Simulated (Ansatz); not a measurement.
# Br (fcc type): how the settings move a relaxation

Question: which choices in the input matter for Br (fcc type)?

Computed with Ansatz 0.2.0 (reference: DFT, PBE, PAW with Ansatz's default frozen-core files, scalar-relativistic, unless a step's input says otherwise).

## Step 1: Starting point

It takes space group Fm-3m (No. 225, cubic). The conventional cell has a = 4.762 Å, b = 4.762 Å, c = 4.762 Å, α = 90.00°, β = 90.00°, γ = 90.00°. Br (site symmetry m-3m) is surrounded by 12 Br at 3.37 Å.

Coordinates:

```cif
data_structure
_symmetry_space_group_name_H-M 'Fm-3m'
_symmetry_Int_Tables_number 225
_cell_length_a 4.7622
_cell_length_b 4.7622
_cell_length_c 4.7622
_cell_angle_alpha 90.000
_cell_angle_beta 90.000
_cell_angle_gamma 90.000
_cell_volume 108.00
loop_
_atom_site_label
_atom_site_type_symbol
_atom_site_symmetry_multiplicity
_atom_site_Wyckoff_symbol
_atom_site_fract_x
_atom_site_fract_y
_atom_site_fract_z
_atom_site_occupancy
Br1 Br 4 a 0.00000 0.00000 0.00000 1
```

## Step 2: The reference run

input.yaml reads:

```yaml
crystal:
  lattice:
    - [0.0, 2.381101578, 2.381101578]
    - [2.381101578, 0.0, 2.381101578]
    - [2.381101578, 2.381101578, 0.0]
  atoms:
    - { symbol: Br, position: [0.0, 0.0, 0.0] }
kpoints:
  mp_grid: { grid: [14, 14, 14] }
scf:
  occupations: { method: fermi_dirac, width: 0.05 }
hamiltonian:
  xc: pbe
  pseudopotentials: { kind: paw }
output:
  forces: true
  stress: true
relax:
  f_tol: 0.005
  max_steps: 40
  cell: {}
```

The run is started by

```console
> ansatz run input.yaml --threads 1 --pin off --max-ram 2048MiB --backend cpu --events-out ev --progress --plain --runs-dir out
```

## Step 3: Variant: occupations.method tetrahedron, width left out

Changes to input.yaml since step 2:

```diff
@@ -10,3 +10,3 @@
 scf:
-  occupations: { method: fermi_dirac, width: 0.05 }
+  occupations: { method: tetrahedron }
 hamiltonian:
@@ -17,2 +17,6 @@
   stress: true
+  write_density: true
+  write_potential: true
+  elf: true
+  volumetric_format: npy
 relax:
```

Before running it: what results should come out? Wanted: for each run, ending; energy change; pressure; gap; force.

**Answer**, as computed:

| run | ending | energy change | pressure (GPa) | gap (eV) | force (eV/Å) | cycles | time |
| --- | --- | --- | --- | --- | --- | --- | --- |
| reference | converged | 0 | 0.0 | 0.00 | 0.00 | 16 | 5 s |
| 1: occupations.method tetrahedron, width left out | converged | -0.6 meV/atom (σ→0) | 0.0 | 0.00 | 0.00 | 22 | 6.1 s |

Times don't compare one to one where runs were asked for different outputs or read a saved state (see the inputs); cycles may leave out searches for a lower state.

What this shows: Changing the smearing moves the energy by -0.6 meV/atom (σ→0 values), and the final volume goes from 26.36 to 26.27 Å³.
